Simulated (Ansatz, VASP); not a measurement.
## Ge: VASP beside Ansatz

```
Ge
1.0
     4.00312    0.00000    0.00000
    -2.00156    3.46680    0.00000
     0.00000    0.00000   13.15671
Ge
8
Direct
  0.00000 0.00000 0.40685
  0.00000 0.00000 0.59315
  0.00000 0.00000 0.90685
  0.00000 0.00000 0.09315
  0.33333 0.66667 0.34406
  0.66667 0.33333 0.65594
  0.66667 0.33333 0.84406
  0.33333 0.66667 0.15594
```

This isn't the form of Ge at room conditions, which is diamond.

Alike in both runs: task single point; functional r2SCAN; k mesh 6 × 6 × 2; occupations gaussian, width 0.1 eV; no spin polarisation.

```csv
,VASP,Ansatz
version,VASP 6.6.1,Ansatz 0.2.0
potentials or method,"VASP PAW PBE potentials, release 64 (Ge_d)","scalar-relativistic, plane waves, PAW"
plane-wave cutoff (eV),520,500
valence electrons in the cell,112,112
```

|  | VASP | Ansatz | Ansatz less VASP |
| --- | --- | --- | --- |
| gap on the k mesh at the Fermi level (eV) | 0.26 | 0.28 | +0.021 |
| least direct gap on the mesh (eV) | 0.26 | 0.28 | +0.021 |
| pressure (GPa) | 0.2 | -0.1 | -0.25 |
| largest component of the traceless stress (GPa) | 0.22 | 0.19 | -0.022 |
| rms of the force components (eV/Å) | 0.012 | 0.009 | -0.0037 |

Atom by atom the forces differ by 0.004 eV/Å (rms over components). The functional is the same, so the differences come from potentials, cutoffs and numerics.

Caveats: the PAW data sets were made with another functional, which shifts forces and pressure a little (VASP). A k mesh can miss the band edges. r2SCAN opens gaps a little over a GGA but as a rule still falls short of measured ones.
